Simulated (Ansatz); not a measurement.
The system is ZnO (zincite).

```
Zn O
1.0
     3.24931    0.00000    0.00000
    -1.62465    2.81398    0.00000
     0.00000    0.00000    5.20571
Zn O
2 2
Direct
  0.66667 0.33333 0.00000
  0.33333 0.66667 0.50000
  0.33333 0.66667 0.87901
  0.66667 0.33333 0.37901
```

Program: Ansatz 0.2.0. Alike in all runs: potentials or basis Ansatz PAW; no spin polarisation; cell as given; cutoff (eV) 420; smearing fermi-dirac 0.05 eV.

Question: Order these runs on this cell by their pressure, lowest first.
A. level wPBEh; k mesh 5 × 5 × 3; points for each segment of the path 4; mesh quality coarse
B. level PBE; k mesh 13 × 13 × 7; mesh quality not flagged
C. level RPBE; k mesh 9 × 9 × 5; points for each segment of the path 14; mesh quality not flagged
D. level LDA; k mesh 7 × 7 × 4; points for each segment of the path 14; mesh quality not flagged

Answer: D (-7.1 GPa), A (0.3 GPa), B (4.9 GPa), C (9.5 GPa).

Caveats: some runs use coarse meshes; the PAW data sets come from PBE, with cores solved anew for the run's functional, which leaves a small shift of forces and pressure (some runs); the potentials were made for another functional, which shifts forces and pressure (some runs).

Not every run made on this cell is shown here.
